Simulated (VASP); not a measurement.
Input of a VASP 6.6.1 run:

Contents of INCAR:

```
PREC = Accurate
ENCUT = 600
EDIFF = 1E-7
ISMEAR = -1
SIGMA = 0.05
LREAL = False
LASPH = True
NELM = 100
ALGO = Normal
ISIF = 3
LWAVE = False
LCHARG = False
METAGGA = SCAN
LMIXTAU = True
LUSE_VDW = True
IVDW_NL = 2
BPARAM = 15.7
CPARAM = 0.0093
IBRION = 2
NSW = 60
EDIFFG = -0.01
```

KPOINTS

```
Automatic mesh
0
Gamma
  11 11 11
```

File POSCAR:

```
Al
1.0
    0.0000000000      2.0248050000      2.0248050000
    2.0248050000      0.0000000000      2.0248050000
    2.0248050000      2.0248050000      0.0000000000
Al
1
Direct
    0.0000000000      0.0000000000      0.0000000000
```

Potentials or basis: VASP PAW PBE potentials, release 64 (Al).

The run is started by

```console
$ cat potpaw_PBE.64/Al/POTCAR > POTCAR
$ mpirun -np 1 vasp_std > vasp.out
```

Question: What does it give for the relaxed volume?

Answer: 16.07 Å³/atom.

Question: What does it give for the relaxed cell?

Answer: a = 2.832 Å, b = 2.832 Å, c = 2.832 Å, α = 60.00°, β = 60.00°, γ = 60.00°.

Question: Predict the band gap on the k mesh.

Answer: None (metal or under the smearing width).

Question: Estimate the space group after relaxing (to 0.05 Å).

Answer: Fm-3m (No. 225).

Final structure:
```
CELL_PARAMETERS angstrom
0.00000 2.00286 2.00286
2.00286 0.00000 2.00286
2.00286 2.00286 0.00000
ATOMIC_POSITIONS crystal
Al 0.00000 0.00000 0.00000
```

Caveat: the PAW data sets were made with another functional, which shifts forces and pressure a little.

The cell as given is a measured one (16.60 Å³/atom); SCAN+rVV10 puts the equilibrium volume -3.2 % from it, thermal expansion not counted.
